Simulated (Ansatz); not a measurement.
The system is Au.

```xyz
1
Lattice="-1.6573 1.6573 1.6573 1.6573 -1.6573 1.6573 1.6573 1.6573 -1.6573" Properties=species:S:1:pos:R:3 pbc="T T T"
Au    0.0000    0.0000    0.0000
```

This isn't the form of Au at room conditions, which is fcc.

Base run:

| Property | Result |
| --- | --- |
| Program | Ansatz 0.2.0 |
| Functional | LDA |
| Potentials or basis | Ansatz PAW |
| Cutoff | 420 eV (not typed: the program's choice for these potentials) |
| k mesh | 11 × 11 × 11 |
| Occupations | fermi-dirac, width 0.05 eV |
| Spin | no spin polarisation |

Its results: band gap on the k mesh none (metal or under the smearing width); pressure -13.1 GPa.

Question: After a change of settings the same cell gave: band gap on the k mesh none (metal or under the smearing width); pressure -0.9 GPa. Which change was it?
A. functional from LDA to PBE; occupations from fermi-dirac, width 0.05 eV to gaussian, width 0.011 eV
B. k mesh from 11 × 11 × 11 to 8 × 8 × 8; spin from no spin polarisation to spin-orbit coupling, no magnetisation; potential files from those of the base run to others of the same set
C. functional from LDA to PBEsol

Answer: A.

Caveats: spin-orbit coupling is left out, which moves the levels of the heavy elements (some runs); the PAW data sets come from PBE, with cores solved anew for the run's functional, which leaves a small shift of forces and pressure (some runs).
